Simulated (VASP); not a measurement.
# HC60N3 (a cell with a defect) in VASP: settings compared, part 2 of 2

VASP 6.6.1.

## (3) Single point, LDA

INCAR

```
SYSTEM = HC60N3
  ALGO = Normal
  EDIFF = 1E-6
  ENCUT = 520
  ISIF = 2
  ISMEAR = 0
  LASPH = .TRUE.
  LCHARG = .TRUE.
  LELF = .TRUE.
  LREAL = .FALSE.
  LVHAR = .TRUE.
  LWAVE = .FALSE.
  NBANDS = 166
  NELM = 100
  PREC = Accurate
  SIGMA = 0.03
```

KPOINTS

```
k-points
0
G
  2 2 2
  0 0 0
```

POSCAR

```
HC60N3
1.0
    7.1400000000      0.0000000000      0.0000000000
    0.0000000000      7.1400000000      0.0000000000
    0.0000000000      0.0000000000      7.1400000000
H C N
1 60 3
Direct
    0.5420180200      0.5717283900      0.5568732100
    0.6319130000      0.6319130000      0.6319130000
    0.5014860000      0.7507060000      0.7507060000
    0.7507060000      0.5014860000      0.7507060000
    0.7507060000      0.7507060000      0.5014860000
    0.4950870000      0.2505090000      0.7494590000
    0.4950870000      0.7494590000      0.2505090000
    0.2505090000      0.4950870000      0.7494590000
    0.7494590000      0.4950870000      0.2505090000
    0.2505090000      0.7494590000      0.4950870000
    0.7494590000      0.2505090000      0.4950870000
    0.6235760000      0.3759650000      0.8734240000
    0.6235760000      0.8734240000      0.3759650000
    0.3759650000      0.6235760000      0.8734240000
    0.8734240000      0.6235760000      0.3759650000
    0.3759650000      0.8734240000      0.6235760000
    0.8734240000      0.3759650000      0.6235760000
    0.5050870000      0.2510410000      0.2510410000
    0.2510410000      0.5050870000      0.2510410000
    0.2510410000      0.2510410000      0.5050870000
    0.1273950000      0.6227350000      0.6227350000
    0.6227350000      0.1273950000      0.6227350000
    0.6227350000      0.6227350000      0.1273950000
    0.9999620000      0.4999560000      0.4999560000
    0.4999560000      0.9999620000      0.4999560000
    0.4999560000      0.4999560000      0.9999620000
    0.1278200000      0.3773090000      0.3773090000
    0.3773090000      0.1278200000      0.3773090000
    0.3773090000      0.3773090000      0.1278200000
    0.6239330000      0.8758650000      0.8758650000
    0.8758650000      0.6239330000      0.8758650000
    0.8758650000      0.8758650000      0.6239330000
    0.0011195000      0.7494200000      0.7494200000
    0.7494200000      0.0011195000      0.7494200000
    0.7494200000      0.7494200000      0.0011195000
    0.1237350000      0.3750450000      0.8761320000
    0.1237350000      0.8761320000      0.3750450000
    0.3750450000      0.1237350000      0.8761320000
    0.8761320000      0.1237350000      0.3750450000
    0.3750450000      0.8761320000      0.1237350000
    0.8761320000      0.3750450000      0.1237350000
    0.9987500000      0.2495250000      0.7493430000
    0.9987500000      0.7493430000      0.2495250000
    0.2495250000      0.9987500000      0.7493430000
    0.7493430000      0.9987500000      0.2495250000
    0.2495250000      0.7493430000      0.9987500000
    0.7493430000      0.2495250000      0.9987500000
    0.1237820000      0.1237820000      0.6246850000
    0.1237820000      0.6246850000      0.1237820000
    0.6246850000      0.1237820000      0.1237820000
    0.0017403000      0.2503660000      0.2503660000
    0.2503660000      0.0017403000      0.2503660000
    0.2503660000      0.2503660000      0.0017403000
    0.1249420000      0.8743930000      0.8743930000
    0.8743930000      0.1249420000      0.8743930000
    0.8743930000      0.8743930000      0.1249420000
    0.9999680000      0.9999680000      0.4998950000
    0.9999680000      0.4998950000      0.9999680000
    0.4998950000      0.9999680000      0.9999680000
    0.1254050000      0.1254050000      0.1254050000
    0.9997840000      0.9997840000      0.9997840000
    0.6351560000      0.3648080000      0.3648080000
    0.3648080000      0.6351560000      0.3648080000
    0.3648080000      0.3648080000      0.6351560000
```

Potentials or basis: VASP PAW LDA potentials, release 64 (H, C, N).

On the command line:

```sh
cat potpaw_LDA.64/H/POTCAR potpaw_LDA.64/C/POTCAR potpaw_LDA.64/N/POTCAR > POTCAR
mpirun -np 1 vasp_std > vasp.out
```

Run time: 12 min. Hardware: 1 thread of Intel Xeon Platinum 8488C (Sapphire Rapids), shared host; peak memory 0.47 GiB.

Results (log left out):

```
Free energy            : -634.7564 eV
Pressure               : -12.1 GPa
Largest force          : 7.789 eV/Å
Band gap on the k mesh : 3.58 eV, indirect (least direct gap 3.66 eV)
```

Forces on the atoms (eV/Å):
```
H   -4.507 -4.462 -4.521
C    4.536  3.924  4.204
C    0.195  0.440  0.457
C   -0.228 -0.222 -0.210
C    0.084  0.087 -0.007
C   -0.069  0.105 -0.110
C   -0.063 -0.074  0.061
C    0.072 -0.099 -0.078
C   -0.109 -0.097  0.111
C    0.036 -0.053 -0.082
C   -0.122  0.122 -0.085
C    0.007 -0.023  0.016
C    0.000  0.007  0.004
C    0.013 -0.018 -0.005
C    0.003 -0.009 -0.014
C    0.021  0.002 -0.011
C    0.017 -0.032  0.003
C    0.070  0.117  0.119
C    0.094  0.026  0.092
C    0.109  0.104  0.053
C   -0.012 -0.002  0.004
C    0.008 -0.007  0.005
C    0.008 -0.001 -0.008
C    0.007  0.000 -0.002
C   -0.003  0.019 -0.003
C   -0.003 -0.001  0.012
C   -0.012 -0.006 -0.001
C   -0.004 -0.010 -0.007
C    0.000 -0.008 -0.011
C   -0.062  0.032  0.039
C   -0.051  0.067 -0.057
C   -0.004 -0.017  0.002
C    0.007  0.011  0.001
C   -0.008 -0.004  0.001
C   -0.008  0.010  0.001
C   -0.001  0.002  0.004
C    0.000  0.004  0.000
C    0.005 -0.001  0.005
C    0.005 -0.002  0.006
C    0.001  0.003  0.001
C    0.004  0.004 -0.002
C    0.006  0.007  0.001
C    0.002  0.005  0.010
C    0.005 -0.003  0.006
C    0.001  0.002  0.002
C    0.009  0.008 -0.004
C   -0.001  0.004  0.007
C   -0.002 -0.003  0.003
C   -0.003  0.017 -0.004
C   -0.007  0.000  0.000
C   -0.006 -0.002 -0.005
C   -0.003 -0.005 -0.001
C   -0.005 -0.001 -0.006
C   -0.001  0.000  0.002
C   -0.002 -0.002 -0.003
C    0.001 -0.002 -0.001
C    0.000 -0.006 -0.008
C   -0.013 -0.036 -0.015
C    0.017  0.008  0.011
C   -0.001 -0.001 -0.001
C    0.001  0.005  0.003
N    0.217 -0.054 -0.060
N   -0.145  0.210 -0.136
N   -0.106 -0.093  0.212
```

Stress tensor (GPa, compression positive):
```
-12.07   0.18   0.12
  0.18 -12.10   0.27
  0.12   0.27 -12.08
```

Levels at points of the mesh, in eV from the valence-band top:
```tsv
k point	band 124	band 125	band 126	band 127	band 128	band 129	band 130	band 131	band 132	band 133
(0.00, 0.00, 0.00)	-1.50	-1.47	-0.48	-0.03	0.00	3.66	3.82	3.82	4.01	4.02
(0.50, 0.00, 0.00)	-2.27	-1.83	-1.28	-0.65	-0.55	3.59	3.72	4.56	4.95	5.60
(0.00, 0.50, 0.00)	-2.27	-1.79	-1.27	-0.70	-0.50	3.58	3.72	4.56	4.92	5.61
(0.00, 0.00, 0.50)	-2.27	-1.81	-1.27	-0.68	-0.52	3.59	3.72	4.56	4.94	5.61
(0.50, 0.50, 0.00)	-1.41	-1.35	-1.26	-0.55	-0.29	4.90	4.93	5.14	5.38	5.48
(0.00, 0.50, 0.50)	-1.36	-1.35	-1.27	-0.53	-0.30	4.90	4.93	5.14	5.38	5.48
(0.50, 0.00, 0.50)	-1.44	-1.35	-1.27	-0.56	-0.26	4.90	4.92	5.15	5.36	5.48
(0.50, 0.50, 0.50)	-2.14	-2.13	-1.15	-0.42	-0.36	4.81	4.82	5.02	5.34	5.40
```

Caveat: the k mesh is coarse (spacing up to 0.44 Å⁻¹), so the values aren't converged.

## (4) Single point, r2SCAN

Edit INCAR of step 3 so:

```diff
@@ -9,2 +9,3 @@
   LELF = .TRUE.
+  LMIXTAU = .TRUE.
   LREAL = .FALSE.
@@ -12,2 +13,3 @@
   LWAVE = .FALSE.
+  METAGGA = R2SCAN
   NBANDS = 166
```

KPOINTS is that of step 3.

POSCAR is that of step 3.

Potentials or basis: VASP PAW PBE potentials, release 64 (H, C, N).

On the command line:

```sh
cat potpaw_PBE.64/H/POTCAR potpaw_PBE.64/C/POTCAR potpaw_PBE.64/N/POTCAR > POTCAR
mpirun -np 1 vasp_std > vasp.out
```

Wall time 50 min (1 thread of Intel Xeon Platinum 8488C (Sapphire Rapids), shared host); peak memory 0.64 GiB.

It converged, with:

| Quantity | Value |
| --- | --- |
| Free energy | -616.8553 eV |
| Pressure | -2.0 GPa |
| Largest force | 7.081 eV/Å |
| Band gap on the k mesh | 3.90 eV, indirect (least direct gap 3.98 eV) |

Forces on the atoms (eV/Å):
```
H   -3.960 -4.189 -4.112
C    3.935  3.560  3.719
C    0.235  0.468  0.486
C   -0.247 -0.223 -0.228
C    0.088  0.091  0.012
C   -0.011  0.006 -0.013
C   -0.004  0.023 -0.038
C   -0.027 -0.042  0.019
C   -0.013 -0.039  0.012
C   -0.063  0.044 -0.025
C   -0.026  0.023 -0.027
C   -0.006 -0.011  0.011
C   -0.011  0.001  0.018
C    0.027 -0.029 -0.013
C   -0.004 -0.021 -0.001
C    0.036 -0.005 -0.021
C    0.011 -0.020 -0.009
C    0.015  0.017  0.020
C   -0.006 -0.031 -0.008
C    0.009  0.005 -0.003
C    0.000 -0.027 -0.021
C   -0.016  0.006 -0.020
C   -0.016 -0.026  0.004
C    0.010  0.002  0.000
C   -0.001  0.022 -0.001
C   -0.001  0.002  0.015
C    0.001  0.018  0.023
C    0.020  0.003  0.017
C    0.024  0.016  0.002
C   -0.092  0.034  0.041
C   -0.056  0.054 -0.062
C   -0.005 -0.019 -0.020
C    0.011  0.023  0.012
C    0.003 -0.002  0.013
C    0.002  0.023  0.004
C    0.008  0.025 -0.005
C    0.009 -0.005  0.023
C    0.028  0.008 -0.003
C   -0.004  0.007  0.029
C    0.024 -0.005  0.009
C   -0.006  0.027  0.007
C    0.007 -0.009  0.008
C    0.002  0.012 -0.006
C   -0.012 -0.003  0.013
C    0.008  0.003 -0.014
C   -0.007  0.016 -0.003
C    0.007 -0.012  0.007
C    0.007  0.006 -0.013
C    0.005  0.003  0.004
C   -0.025  0.010  0.010
C   -0.006 -0.018 -0.020
C   -0.018 -0.006 -0.016
C   -0.021 -0.016 -0.006
C    0.004 -0.005 -0.002
C   -0.006  0.003 -0.008
C   -0.003 -0.007  0.004
C    0.001 -0.005 -0.007
C   -0.014 -0.040 -0.016
C    0.022  0.010  0.014
C    0.005  0.005  0.005
C    0.000  0.004  0.002
N    0.017  0.137  0.133
N    0.025  0.013  0.031
N    0.077  0.085  0.014
```

Stress tensor (GPa, compression positive):
```
-2.02  0.09  0.00
 0.09 -1.91  0.21
 0.00  0.21 -1.95
```

Levels at points of the mesh, in eV from the valence-band top:
| k point | band 124 | band 125 | band 126 | band 127 | band 128 | band 129 | band 130 | band 131 | band 132 | band 133 |
| --- | --- | --- | --- | --- | --- | --- | --- | --- | --- | --- |
| (0.00, 0.00, 0.00) | -1.61 | -1.58 | -0.44 | -0.03 | 0.00 | 3.98 | 4.13 | 4.14 | 4.37 | 4.37 |
| (0.50, 0.00, 0.00) | -2.31 | -1.93 | -1.40 | -0.79 | -0.67 | 3.92 | 4.04 | 4.91 | 5.34 | 6.05 |
| (0.00, 0.50, 0.00) | -2.32 | -1.88 | -1.38 | -0.83 | -0.62 | 3.90 | 4.04 | 4.91 | 5.30 | 6.06 |
| (0.00, 0.00, 0.50) | -2.32 | -1.90 | -1.39 | -0.81 | -0.64 | 3.91 | 4.04 | 4.91 | 5.32 | 6.05 |
| (0.50, 0.50, 0.00) | -1.58 | -1.33 | -1.24 | -0.62 | -0.35 | 5.32 | 5.35 | 5.58 | 5.82 | 5.92 |
| (0.00, 0.50, 0.50) | -1.54 | -1.33 | -1.24 | -0.61 | -0.37 | 5.32 | 5.36 | 5.57 | 5.83 | 5.92 |
| (0.50, 0.00, 0.50) | -1.62 | -1.33 | -1.24 | -0.63 | -0.33 | 5.32 | 5.34 | 5.58 | 5.81 | 5.92 |
| (0.50, 0.50, 0.50) | -2.18 | -2.17 | -1.26 | -0.53 | -0.47 | 5.22 | 5.24 | 5.42 | 5.77 | 5.84 |

Caveat: the k mesh is coarse (spacing up to 0.44 Å⁻¹), so the values aren't converged; the PAW data sets were made with another functional, which shifts forces and pressure a little.

## (5) Summary

```tsv
level	potentials or basis	gap on the mesh (eV)	pressure (GPa)	largest force (eV/Å)
PBE	VASP PAW PBE potentials, release 64 (H, C, N)	3.64	1.9	7.34
LDA	VASP PAW LDA potentials, release 64 (H, C, N)	3.58	-12.1	7.79
r2SCAN	VASP PAW PBE potentials, release 64 (H, C, N)	3.90	-2.0	7.08
```

Alike in all rows: task single point; no spin polarisation; cell as given; k mesh 2 × 2 × 2; cutoff (eV) 520; smearing gaussian 0.03 eV; the mesh is coarse, so values aren't converged.

Caveats: all runs use coarse meshes; the PAW data sets were made with another functional, which shifts forces and pressure a little (some runs).

Absolute energies hang on the potentials; compare differences alone.
